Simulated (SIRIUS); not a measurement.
Crystal: Zr.

```
Zr
1.0
     4.29913    0.00000    0.00000
     0.00000    4.29913    0.00000
     0.00000    0.00000    4.29913
Zr
3
Direct
  0.50000 0.00000 0.00000
  0.00000 0.50000 0.00000
  0.00000 0.00000 0.50000
```

The cell was built by a generator and needn't be a form met in nature.

Base run:

| Property | Result |
| --- | --- |
| Program | SIRIUS 7.10.0 |
| Functional | PBE |
| Potentials or basis | PseudoDojo 0.4.1 PBE standard (scalar relativistic) |
| Cutoff | 915 eV |
| Density cutoff | 3659 eV |
| k mesh | 6 × 6 × 6 |
| Occupations | fermi-dirac, width 0.05 eV |
| Spin | no spin polarisation |
| Hubbard terms | Zr d U = 2 eV |

Its results: band gap on the k mesh none (metal or under the smearing width); pressure 2.6 GPa.

Task: The run is repeated on the same cell with these changes: hubbard terms from Zr d U = 2 eV to Zr d U = 6 eV. What comes out?

Result: Band gap on the k mesh none (metal or under the smearing width); pressure 11.7 GPa.

Caveats: U without spin polarisation on a metal has little footing; the U is typed as a test and isn't derived for this compound.
